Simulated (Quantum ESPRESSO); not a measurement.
# BeTe (F-43m) in Quantum ESPRESSO: further runs

Runs on BeTe. Level: r2SCAN. Tasks: single point, equation of state.

All numbers are computed with Quantum ESPRESSO 7.5; they aren't measurements. Logs are shortened: lines on timing, memory, paths and dates and some standing lists are left out, and cuts for length are marked.

## Step 1: The crystal as given

Symmetry: F-43m, No. 216, cubic system. The conventional cell has a = 5.540 Å, b = 5.540 Å, c = 5.540 Å, α = 90.00°, β = 90.00°, γ = 90.00°. Te (site symmetry -43m) is surrounded by 4 Be at 2.40 Å. Be (site symmetry -43m) has 4 Te at 2.40 Å as nearest neighbours.

## Step 2: Single point, r2SCAN, 19.98 Å³/atom

Input file pw.in:

```
&CONTROL
  calculation = 'scf'
  prefix = 'pwscf'
  outdir = './tmp'
  pseudo_dir = './pseudo'
  tstress = .true.
  disk_io = 'nowf'
/
&SYSTEM
  ibrav = 0
  nat = 2
  ntyp = 2
  ecutwfc = 70
  nbnd = 16
  input_dft = 'r2scan'
  occupations = 'smearing'
  smearing = 'fd'
  degauss = 0.00367493
  nosym = .true.
  nr1 = 48
  nr2 = 48
  nr3 = 48
/
&ELECTRONS
  conv_thr = 1d-08
  electron_maxstep = 120
  mixing_beta = 0.5
/
ATOMIC_SPECIES
Te   127.6000 Te_ONCV_PBE-1.2.upf
Be     9.0122 Be_ONCV_PBE-1.2.upf
CELL_PARAMETERS angstrom
   0.0000000000    2.7134535211    2.7134535211
   2.7134535211    0.0000000000    2.7134535211
   2.7134535211    2.7134535211    0.0000000000
ATOMIC_POSITIONS crystal
Te     0.7500000000    0.7500000000    0.7500000000
Be     0.0000000000    0.0000000000    0.0000000000
K_POINTS automatic
6 6 6 0 0 0
```

Potentials or basis: SG15 PBE 1.2.

Command:

```console
$ OMP_NUM_THREADS=1 mpirun -n 4 pw.x -nk 4 -in pw.in > pw.out
```

pw.out:

```text
This program is part of the open-source Quantum ESPRESSO suite
     for quantum simulation of materials; please cite
         "P. Giannozzi et al., J. Phys.:Condens. Matter 21 395502 (2009);
         "P. Giannozzi et al., J. Phys.:Condens. Matter 29 465901 (2017);
         "P. Giannozzi et al., J. Chem. Phys. 152 154105 (2020);
     in publications or presentations arising from this work. More details at

     IMPORTANT: XC functional enforced from input :
     Exchange-correlation= R2SCAN
                           (   0   0   0   0   0 497 498)
     Any further DFT definition will be discarded
     Please, verify this is what you really want

     K-points division:     npool     =       4
     Subspace diagonalization in iterative solution of the eigenvalue problem:
     a serial algorithm will be used

     G-vector sticks info
     --------------------
     sticks:   dense  smooth     PW     G-vecs:    dense   smooth      PW
     Sum        1027    1027    313                21331    21331    3647

     Using Slab Decomposition

     bravais-lattice index     =            0
     lattice parameter (alat)  =       7.2516  a.u.
     unit-cell volume          =     269.6459 (a.u.)^3
     number of atoms/cell      =            2
     number of atomic types    =            2
     number of electrons       =        20.00
     number of Kohn-Sham states=           16
     kinetic-energy cutoff     =      70.0000  Ry
     charge density cutoff     =     280.0000  Ry
     scf convergence threshold =      1.0E-08
     mixing beta               =       0.5000
     number of iterations used =            8  plain     mixing
     Exchange-correlation= R2SCAN
                           (   0   0   0   0   0 497 498)

     celldm(1)=   7.251640  celldm(2)=   0.000000  celldm(3)=   0.000000
     celldm(4)=   0.000000  celldm(5)=   0.000000  celldm(6)=   0.000000

     crystal axes: (cart. coord. in units of alat)
               a(1) = (   0.000000   0.707107   0.707107 )
               a(2) = (   0.707107   0.000000   0.707107 )
               a(3) = (   0.707107   0.707107   0.000000 )

     reciprocal axes: (cart. coord. in units 2 pi/alat)
               b(1) = ( -0.707107  0.707107  0.707107 )
               b(2) = (  0.707107 -0.707107  0.707107 )
               b(3) = (  0.707107  0.707107 -0.707107 )

     PseudoPot. # 1 for Te read from file:
     Te_ONCV_PBE-1.2.upf
     Pseudo is Norm-conserving, Zval = 16.0
     Generated using ONCVPSP code by D. R. Hamann
     Using radial grid of  602 points,  6 beta functions with:
                l(1) =   0
                l(2) =   0
                l(3) =   1
                l(4) =   1
                l(5) =   2
                l(6) =   2

     PseudoPot. # 2 for Be read from file:
     Be_ONCV_PBE-1.2.upf
     Pseudo is Norm-conserving, Zval =  4.0
     Generated using ONCVPSP code by D. R. Hamann
     Using radial grid of  602 points,  4 beta functions with:
                l(1) =   0
                l(2) =   0
                l(3) =   1
                l(4) =   1

     atomic species   valence    mass     pseudopotential
     Te               16.00   127.60000     Te( 1.00)
     Be                4.00     9.01220     Be( 1.00)

     No symmetry found

   Cartesian axes

     site n.     atom                  positions (alat units)
         1        Te     tau(   1) = (   1.0606602   1.0606602   1.0606602  )
         2        Be     tau(   2) = (   0.0000000   0.0000000   0.0000000  )

     number of k points=   112  Fermi-Dirac smearing, width (Ry)=  0.0037

     Number of k-points >= 100: set verbosity='high' to print them.

     Dense  grid:    21331 G-vectors     FFT dimensions: (  48,  48,  48)

     WARNING: libxc functional with ID  497 depends
      on external parameters: check the user_guide of
      QE if you need to modify them or to check their
      default values.

     WARNING: libxc functional with ID  498 depends
      on external parameters: check the user_guide of
      QE if you need to modify them or to check their
      default values.

     Initial potential from superposition of free atoms

     starting charge      19.9363, renormalised to      20.0000
     Starting wfcs are random

     Self-consistent Calculation

     iteration #  1     ecut=    70.00 Ry     beta= 0.50
     Davidson diagonalization with overlap
     ethr =  1.00E-02,  avg # of iterations =  8.0

     total energy              =    -200.50872305 Ry
     estimated scf accuracy    <      62.20116941 Ry

     iteration #  2     ecut=    70.00 Ry     beta= 0.50
     Davidson diagonalization with overlap
     ethr =  1.00E-02,  avg # of iterations =  1.0

     total energy              =    -200.61590669 Ry
     estimated scf accuracy    <      17.01623130 Ry

     iteration #  3     ecut=    70.00 Ry     beta= 0.50
     Davidson diagonalization with overlap
     ethr =  1.00E-02,  avg # of iterations =  1.0

     total energy              =    -200.63375887 Ry
     estimated scf accuracy    <       0.02387023 Ry

     iteration #  4     ecut=    70.00 Ry     beta= 0.50
     Davidson diagonalization with overlap
     ethr =  1.19E-04,  avg # of iterations =  3.5

     total energy              =    -200.63414445 Ry
     estimated scf accuracy    <       0.00127656 Ry

     iteration #  5     ecut=    70.00 Ry     beta= 0.50
     Davidson diagonalization with overlap
     ethr =  6.38E-06,  avg # of iterations =  5.1

     total energy              =    -200.63417393 Ry
     estimated scf accuracy    <       0.00007277 Ry

     iteration #  6     ecut=    70.00 Ry     beta= 0.50
     Davidson diagonalization with overlap
     ethr =  3.64E-07,  avg # of iterations =  1.4

     total energy              =    -200.63417552 Ry
     estimated scf accuracy    <       0.00000606 Ry

     iteration #  7     ecut=    70.00 Ry     beta= 0.50
     Davidson diagonalization with overlap
     ethr =  3.03E-08,  avg # of iterations =  1.1

     total energy              =    -200.63417568 Ry
     estimated scf accuracy    <       0.00000010 Ry

     iteration #  8     ecut=    70.00 Ry     beta= 0.50
     Davidson diagonalization with overlap
     ethr =  4.96E-10,  avg # of iterations =  2.2

     total energy              =    -200.63417570 Ry
     estimated scf accuracy    <       0.00000001 Ry

     iteration #  9     ecut=    70.00 Ry     beta= 0.50
     Davidson diagonalization with overlap
     ethr =  7.50E-11,  avg # of iterations =  1.4

     End of self-consistent calculation

     Number of k-points >= 100: set verbosity='high' to print the bands.

     the Fermi energy is    10.7591 ev

!    total energy              =    -200.63417570 Ry
     estimated scf accuracy    <          3.8E-10 Ry
     smearing contrib. (-TS)   =      -0.00000000 Ry
     internal energy E=F+TS    =    -200.63417570 Ry

     The total energy is F=E-TS. E is the sum of the following terms:
     one-electron contribution =     -93.79999144 Ry
     hartree contribution      =      46.81644263 Ry
     xc contribution           =     -22.03854953 Ry
     ewald contribution        =    -131.61207736 Ry

     convergence has been achieved in   9 iterations

     Computing stress (Cartesian axis) and pressure

          total   stress  (Ry/bohr**3)                   (kbar)     P=       84.67
   0.00057559   0.00000000  -0.00000000           84.67        0.00       -0.00
   0.00000000   0.00057559   0.00000000            0.00       84.67        0.00
  -0.00000000   0.00000000   0.00057559           -0.00        0.00       84.67

=------------------------------------------------------------------------------=
   JOB DONE.
=------------------------------------------------------------------------------=
```

Run time: 1.7 min. Hardware: 4 MPI ranks of Arm Neoverse V1, shared host; peak memory 0.44 GiB.

What came out:

```
Free energy            : -2729.7670 eV
Pressure               : 8.5 GPa
Band gap on the k mesh : 2.21 eV, indirect (least direct gap 4.13 eV)
```

Caveat: the potentials were made for another functional, which shifts forces and pressure; spin-orbit coupling is left out, which moves the levels of the heavy elements.

## Step 3: Single point, r2SCAN, 20.40 Å³/atom

pw.in: that of step 2 with these lines changed.

```diff
@@ -32,5 +32,5 @@
 CELL_PARAMETERS angstrom
-   0.0000000000    2.7134535211    2.7134535211
-   2.7134535211    0.0000000000    2.7134535211
-   2.7134535211    2.7134535211    0.0000000000
+   0.0000000000    2.7325629784    2.7325629784
+   2.7325629784    0.0000000000    2.7325629784
+   2.7325629784    2.7325629784    0.0000000000
 ATOMIC_POSITIONS crystal
```

Potentials or basis: SG15 PBE 1.2.

Command:

```console
$ OMP_NUM_THREADS=1 mpirun -n 4 pw.x -nk 4 -in pw.in > pw.out
```

Wall time 1.7 min (4 MPI ranks of Arm Neoverse V1, shared host); peak memory 0.44 GiB.

It converged, with:

```yaml
Free_energy: -2729.8071 eV
Pressure: 6.6 GPa
Band_gap_on_the_k_mesh: 2.27 eV, indirect (least direct gap 4.16 eV)
```

Caveat: the potentials were made for another functional, which shifts forces and pressure; spin-orbit coupling is left out, which moves the levels of the heavy elements.

## Step 4: Single point, r2SCAN, 20.83 Å³/atom

pw.in: that of step 3 with these lines changed.

```diff
@@ -32,5 +32,5 @@
 CELL_PARAMETERS angstrom
-   0.0000000000    2.7325629784    2.7325629784
-   2.7325629784    0.0000000000    2.7325629784
-   2.7325629784    2.7325629784    0.0000000000
+   0.0000000000    2.7514088358    2.7514088358
+   2.7514088358    0.0000000000    2.7514088358
+   2.7514088358    2.7514088358    0.0000000000
 ATOMIC_POSITIONS crystal
```

Command:

```console
$ OMP_NUM_THREADS=1 mpirun -n 4 pw.x -nk 4 -in pw.in > pw.out
```

It took 1.7 min on 4 MPI ranks of Arm Neoverse V1, shared host; peak memory 0.44 GiB.

Results (log left out):

```yaml
Free_energy: -2729.8376 eV
Pressure: 4.9 GPa
Band_gap_on_the_k_mesh: 2.32 eV, indirect (least direct gap 4.18 eV)
```

Caveat: the potentials were made for another functional, which shifts forces and pressure; spin-orbit coupling is left out, which moves the levels of the heavy elements.

## Step 5: Single point, r2SCAN, 21.25 Å³/atom

pw.in: that of step 4 with these lines changed.

```diff
@@ -32,5 +32,5 @@
 CELL_PARAMETERS angstrom
-   0.0000000000    2.7514088358    2.7514088358
-   2.7514088358    0.0000000000    2.7514088358
-   2.7514088358    2.7514088358    0.0000000000
+   0.0000000000    2.7700000000    2.7700000000
+   2.7700000000    0.0000000000    2.7700000000
+   2.7700000000    2.7700000000    0.0000000000
 ATOMIC_POSITIONS crystal
```

Command:

```console
$ OMP_NUM_THREADS=1 mpirun -n 4 pw.x -nk 4 -in pw.in > pw.out
```

Wall time 1.7 min (4 MPI ranks of Arm Neoverse V1, shared host); peak memory 0.44 GiB.

Results (log left out):

```
Free energy            : -2729.8595 eV
Pressure               : 3.3 GPa
Band gap on the k mesh : 2.37 eV, indirect (least direct gap 4.19 eV)
```

Caveat: the potentials were made for another functional, which shifts forces and pressure; spin-orbit coupling is left out, which moves the levels of the heavy elements.

## Step 6: Single point, r2SCAN, 21.68 Å³/atom

pw.in: that of step 5 with these lines changed.

```diff
@@ -32,5 +32,5 @@
 CELL_PARAMETERS angstrom
-   0.0000000000    2.7700000000    2.7700000000
-   2.7700000000    0.0000000000    2.7700000000
-   2.7700000000    2.7700000000    0.0000000000
+   0.0000000000    2.7883449055    2.7883449055
+   2.7883449055    0.0000000000    2.7883449055
+   2.7883449055    2.7883449055    0.0000000000
 ATOMIC_POSITIONS crystal
```

Potentials or basis: SG15 PBE 1.2.

Command:

```console
$ OMP_NUM_THREADS=1 mpirun -n 4 pw.x -nk 4 -in pw.in > pw.out
```

It took 1.7 min on 4 MPI ranks of Arm Neoverse V1, shared host; peak memory 0.44 GiB.

It converged, with:

- Free energy: -2729.8733 eV
- Pressure: 1.9 GPa
- Band gap on the k mesh: 2.42 eV, indirect (least direct gap 4.21 eV)

Caveat: the potentials were made for another functional, which shifts forces and pressure; spin-orbit coupling is left out, which moves the levels of the heavy elements.

## Step 7: Single point, r2SCAN, 22.10 Å³/atom

pw.in: that of step 6 with these lines changed.

```diff
@@ -32,5 +32,5 @@
 CELL_PARAMETERS angstrom
-   0.0000000000    2.7883449055    2.7883449055
-   2.7883449055    0.0000000000    2.7883449055
-   2.7883449055    2.7883449055    0.0000000000
+   0.0000000000    2.8064515486    2.8064515486
+   2.8064515486    0.0000000000    2.8064515486
+   2.8064515486    2.8064515486    0.0000000000
 ATOMIC_POSITIONS crystal
```

Command:

```console
$ OMP_NUM_THREADS=1 mpirun -n 4 pw.x -nk 4 -in pw.in > pw.out
```

Run time: 1.7 min. Hardware: 4 MPI ranks of Arm Neoverse V1, shared host; peak memory 0.44 GiB.

It converged, with:

* Free energy: -2729.8800 eV
* Pressure: 0.6 GPa
* Band gap on the k mesh: 2.46 eV, indirect (least direct gap 4.22 eV)

Caveat: the potentials were made for another functional, which shifts forces and pressure; spin-orbit coupling is left out, which moves the levels of the heavy elements.

## Step 8: Single point, r2SCAN, 22.53 Å³/atom

pw.in: that of step 7 with these lines changed.

```diff
@@ -32,5 +32,5 @@
 CELL_PARAMETERS angstrom
-   0.0000000000    2.8064515486    2.8064515486
-   2.8064515486    0.0000000000    2.8064515486
-   2.8064515486    2.8064515486    0.0000000000
+   0.0000000000    2.8243275181    2.8243275181
+   2.8243275181    0.0000000000    2.8243275181
+   2.8243275181    2.8243275181    0.0000000000
 ATOMIC_POSITIONS crystal
```

Command:

```console
$ OMP_NUM_THREADS=1 mpirun -n 4 pw.x -nk 4 -in pw.in > pw.out
```

Run time: 1.8 min. Hardware: 4 MPI ranks of Arm Neoverse V1, shared host; peak memory 0.44 GiB.

Results (log left out):

```yaml
Free_energy: -2729.8800 eV
Pressure: -0.6 GPa
Band_gap_on_the_k_mesh: 2.50 eV, indirect (least direct gap 4.24 eV)
```

Caveat: the potentials were made for another functional, which shifts forces and pressure; spin-orbit coupling is left out, which moves the levels of the heavy elements.

## Step 9: Equation of state, r2SCAN

Potentials or basis: SG15 PBE 1.2.

This step only gathers the single runs of the series.

Results:

| Item | Value |
| --- | --- |
| Equilibrium volume | 22.32 Å³/atom |
| Bulk modulus | 62 GPa |
| Pressure derivative of the bulk modulus | 3.8 |

Energy against volume, from the lowest point:
```
volume (Å³/atom)  energy (meV/atom)
          19.979              56.50
          20.404              36.46
          20.829              21.19
          21.254              10.28
          21.679               3.34
          22.104               0.02
          22.529               0.00
```

Caveat: the potentials were made for another functional, which shifts forces and pressure.
